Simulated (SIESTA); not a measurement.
PbSe under changes of volume

One of the cells (27.640 Å³/atom); the others are scaled copies at fixed shape and fractional positions:

```
Pb Se
1.0
     3.80938    0.00000    0.00000
     0.00000    3.80938    0.00000
     0.00000    0.00000    3.80938
Pb Se
1 1
Direct
  0.00000 0.00000 0.00000
  0.50000 0.50000 0.50000
```

Measurements of this composition are mostly on another form, of space group No. 225.

- Program: SIESTA 5.4.2
- Functional: PBE
- Potentials or basis: PseudoDojo 0.4 standard (PBE files)
- Basis: DZP (energy shift 0.002 Ry)
- Grid cutoff: 500 Ry
- Energy shift: 0.002 Ry
- k mesh: 7 × 7 × 7
- Occupations: fermi-dirac, width 0.05 eV
- Spin: no spin polarisation

```csv
volume (Å³/atom),energy over the lowest point (meV/atom),pressure (GPa)
25.472,?,?
26.014,18.92,3.7
26.556,8.87,2.4
27.640,0.00,0.3
28.182,0.65,-0.7
28.724,4.35,-1.5
```

Question: What does the run at 25.472 Å³/atom give?

Answer: Energy over the lowest point 33.05 meV/atom; pressure 5.1 GPa.

Worked out: A Birch-Murnaghan fit of order 3 (a polynomial in V^(-2/3)) to the other rows has its minimum at 27.80 Å³/atom with B0 = V·E''(V) = 49 GPa and B' = 2.9. It gives 33.11 meV/atom at 25.472 Å³/atom, against the run's 33.05, and -dE/dV = 4.8 GPa, against 5.1.

Energies are extrapolated to zero smearing.

Caveats: semicore shells carry a single zeta, which can move pressures by several GPa and volumes by a few percent; the basis of atomic orbitals isn't converged, which shifts pressures, moduli and gaps.
